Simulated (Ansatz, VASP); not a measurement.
## InP: VASP beside Ansatz

```
In P
1.0
     0.00000    3.09439    3.09439
     3.09439    0.00000    3.09439
     3.09439    3.09439    0.00000
In P
1 1
Direct
  0.00000 0.00000 0.00000
  0.25000 0.25000 0.25000
```

Change from the starting cell: hydrostatic strain +4.8%.

Alike in both runs: task single point; functional PBE; k mesh 8 × 8 × 8; occupations fermi-dirac, width 0.02 eV; no spin polarisation.

```csv
,VASP,Ansatz
version,VASP 6.6.1,Ansatz 0.2.0
potentials or method,"VASP PAW PBE potentials, release 64 (In_d, P)","plane waves, PAW"
plane-wave cutoff (eV),520,420
valence electrons in the cell,18,18
```

```csv
,VASP,Ansatz,Ansatz less VASP
pressure (GPa),-5.1,-5.1,+0.03
```

With one functional, cell and mesh, what is left measures potentials, basis and numerics.
